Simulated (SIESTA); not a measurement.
MgS (Niningerite) in SIESTA: convergence with EnergyShift

Input of the first run (EnergyShift 0.05); the others differ in this setting and in those tied to it:

Contents of MgS.fdf:

```
SystemName                      Niningerite
SystemLabel                     MgS
NumberOfSpecies                 2
NumberOfAtoms                   2
%block ChemicalSpeciesLabel
  1  16 S
  2  12 Mg
%endblock ChemicalSpeciesLabel

LatticeConstant                 1.0 Ang
%block LatticeVectors
     0.0000000000     2.6016500000     2.6016500000
     2.6016500000     0.0000000000     2.6016500000
     2.6016500000     2.6016500000     0.0000000000
%endblock LatticeVectors
AtomicCoordinatesFormat         Fractional
%block AtomicCoordinatesAndAtomicSpecies
     0.4992310000     0.5036530000     0.5096220000  1  S
     0.0147500000    -0.0082040000    -0.0116660000  2  Mg
%endblock AtomicCoordinatesAndAtomicSpecies

%block kgrid.MonkhorstPack
    7   0   0  0.0
    0   7   0  0.0
    0   0   7  0.0
%endblock kgrid.MonkhorstPack
XC.Functional                   GGA
XC.Authors                      PBE
PAO.BasisSize                   DZP
PAO.EnergyShift                 0.05 Ry
Mesh.Cutoff                     800 Ry
OccupationFunction              FD
ElectronicTemperature           0.05 eV
MaxSCFIterations                120
SCF.MustConverge                false
SCF.Mixer.Method                Pulay
SCF.Mixer.Weight                0.25
SCF.Mixer.History               8
SCF.DM.Tolerance                5.0e-05
SCF.H.Tolerance                 1.0e-03 eV
WriteForces                     true
Charge.Mulliken                 end
%block PAO.Basis
  Mg 4
  n=2 0 2
    1.969 0.000
  n=3 0 2
    5.613 0.000
  n=2 1 2
    2.130 0.000
  n=3 1 1
    5.613
%endblock PAO.Basis
```

Potentials or basis: PseudoDojo 0.4 standard (PBE files), DZP (energy shift 0.05 Ry; two zetas on semicore shells).

Launch:

```bash
$ siesta MgS.fdf > MgS.out 2>&1
```

The cell isn't the ideal one: atoms moved at random, drawn with an rms of 0.05 Å.

Hardware: 1 thread of Intel(R) Xeon(R) 6975P-C (Granite Rapids), on a shared host.

Question: The values tried are 0.05, 0.03, 0.02, 0.01, 0.005, 0.003, 0.002, 0.001, loosest first. From which on does the pressure stay within 0.1 GPa of the tightest run that finished?

Answer: From 0.005 on.

| EnergyShift | energy less the tightest run, at zero smearing (meV/atom) | pressure (GPa) | largest force (eV/Å) | gap on the mesh (eV) | SCF cycles | CPU time (s) | peak memory (GiB) |
| --- | --- | --- | --- | --- | --- | --- | --- |
| 0.05 | 2311.05 | -11.13 | 0.329 | 2.802 | 9 | 7.6 | 0.2 |
| 0.03 | 1194.82 | -4.80 | 0.347 | 2.935 | 8 | 6.4 | 0.21 |
| 0.02 | 697.47 | -1.89 | 0.333 | 2.965 | 7 | 6.5 | 0.22 |
| 0.01 | 267.03 | 1.55 | 0.350 | 2.987 | 7 | 8.6 | 0.23 |
| 0.005 | 115.35 | 3.57 | 0.328 | 2.959 | 7 | 12 | 0.25 |
| 0.003 | 61.49 | 3.64 | 0.312 | 2.940 | 10 | 16 | 0.27 |
| 0.002 | 31.96 | 3.55 | 0.320 | 2.919 | 10 | 20 | 0.28 |
| 0.001 | 0.00 | 3.64 | 0.326 | 2.912 | 10 | 31 | 0.3 |

Against the tightest run, the gap on the mesh stays within 0.01 eV from 0.002 on. Not settled before the last step: the energy (to 1 meV/atom), the largest force (to 0.005 eV/Å). The tightest run that finished is the yardstick and may itself not be fully converged.

Caveat, for the tightest run too: an odd mesh through Γ misses points on the zone boundary, where band edges often lie; the basis of atomic orbitals isn't converged, which shifts pressures, moduli and gaps.
